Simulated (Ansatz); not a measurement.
Input and command of a calculation in Ansatz (plane waves; scalar-relativistic PAW potentials unless the input names others):

```yaml
crystal:
  lattice:
    - [-1.8271826809, 1.8271826809, 1.2918181554]
    - [1.8271826809, -1.8271826809, 1.2918181554]
    - [1.8271826809, 1.8271826809, -1.2918181554]
  atoms:
    - { symbol: Ti, position: [0.0, 0.0, 0.0] }
basis:
  ecutwfc: 420
kpoints:
  mp_grid: { grid: [28, 28, 28] }
hamiltonian:
  xc: pbe
  dispersion: d3bj
scf:
  occupations: { method: gaussian, width: 0.15 }
output:
  forces: true
  eigenvalues: true
  stress: true
```

```bash
ansatz run input.yaml --threads 1 --pin off --max-ram 2560MiB --backend cpu --events-out ev --progress --plain --runs-dir out
```

Abridged log:
```
Pseudopotentials: kind: paw
Pseudopotential: Ti, paw, valence charge 12, recommended cutoff 420 eV (normal)
Functional definition: PBE
Crystal: 1 atom, lattice volume = 17.251 Å³
Basis set: ecut = 420 eV, 337 PW (Γ), exchange–correlation on 40×40×40 points (8 copies of the dense FFT grid, shifted against one another)
Bands: 10, of which v1, the nominal top of the filled ones, is band 6 counted from 1 (5 counted from 0)
Symmetry: 16 space group operations
Space group: I4/mmm (ITA 139), of the structure as read, at distance tolerance 2.6e-5 Å
k-points: 1639 of 21952
Initial density: superposition of atomic densities (neutral atoms: chi_scale 0, normalization atom), corrected by the library's trained network
Initial wavefunctions: pseudopotential atomic-orbital guess
Functional: x = pbe(κ = 0.804, μ = 0.21951497), c = pbe(β = 0.06672455)
SCF iter   1: F=—  HF=-2500.077442 eV  |F-HF|=—  |Δ(HF+E_count)|=         —  Δρ=7.31e-3  dr2=5.21e-3  ethr=1.77e-3  ⟨swp⟩=4.4  Hψ=86484  notcnv=0
SCF iter   2: F=—  HF=-2500.076306 eV  |F-HF|=—  |Δ(HF+E_count)|=   1.14e-3  Δρ=3.73e-3  dr2=1.33e-3  ethr=4.34e-5  ⟨swp⟩=1.0  Hψ=29502  notcnv=0
SCF iter   3: F=—  HF=-2500.076222 eV  |F-HF|=—  |Δ(HF+E_count)|=   8.45e-5  Δρ=7.18e-4  dr2=7.68e-5  ethr=1.11e-5  ⟨swp⟩=1.0  Hψ=16394  notcnv=0
SCF iter   4: F=—  HF=-2500.076220 eV  |F-HF|=—  |Δ(HF+E_count)|=   2.06e-6  Δρ=3.47e-4  dr2=1.85e-5  ethr=6.40e-7  ⟨swp⟩=2.3  Hψ=25003  notcnv=0
SCF iter   5: F=—  HF=-2500.076214 eV  |F-HF|=—  |Δ(HF+E_count)|=   5.52e-6  Δρ=6.47e-5  dr2=6.11e-7  ethr=1.54e-7  ⟨swp⟩=3.0  Hψ=26616  notcnv=0
SCF iter   6: F=-2500.076214 eV  HF=-2500.076214 eV  |F-HF|=4.47e-10  |Δ(HF+E_count)|=   6.86e-8  Δρ=5.07e-6  dr2=3.15e-9  ethr=8.33e-10  ⟨swp⟩=5.2  Hψ=74524  notcnv=0
SCF 1 converged in 6 iterations: F = -2500.076214 eV  dr2 = 3.15e-9
SCF converged after 6 iterations
Free energy (F): -2500.076214 eV
Harris-Foulkes:  -2500.076214 eV  (|F-HF|=4.47e-10)
Internal energy: -2500.067502 eV  (E = F + TS)
E sigma→0 (E₀):  -2500.071858 eV
Entropy (-TS):   -0.008712 eV (-8.712 meV/atom)
Fermi energy:    13.283294 eV
  E_disp       = -0.607843  (pairwise vdW)
--- Forces (eV/Å), atoms counted from 1 ---
  atom   1  Ti     0.00000000     0.00000000     0.00000000
--- Stress (GPa, compression-positive) ---
      -11.068958       0.000000       0.000000
        0.000000     -11.068958       0.000000
        0.000000       0.000000       6.340010
  P = ⅓ Tr σ = -5.2660 GPa (-52.660 kbar)
```

Apart from outputs and empty bands, the input differs from a reference run on usual settings in hamiltonian.dispersion: not typed → "d3bj". The reference, at the same geometry (not necessarily relaxed), gave pressure 0.54 GPa, largest force 0.000 eV/Å, no gap on the mesh. This run converged in 6 SCF iterations (reference: 6) with an energy at zero smearing 608 meV/atom below the reference's (the Hamiltonian itself differs), pressure -5.27 GPa, largest force 0.000 eV/Å, no gap on the mesh.

The run took 13 s on 1 thread of AMD EPYC 7R13 Processor (Zen 3), on a shared host, peak memory 0.65 GiB.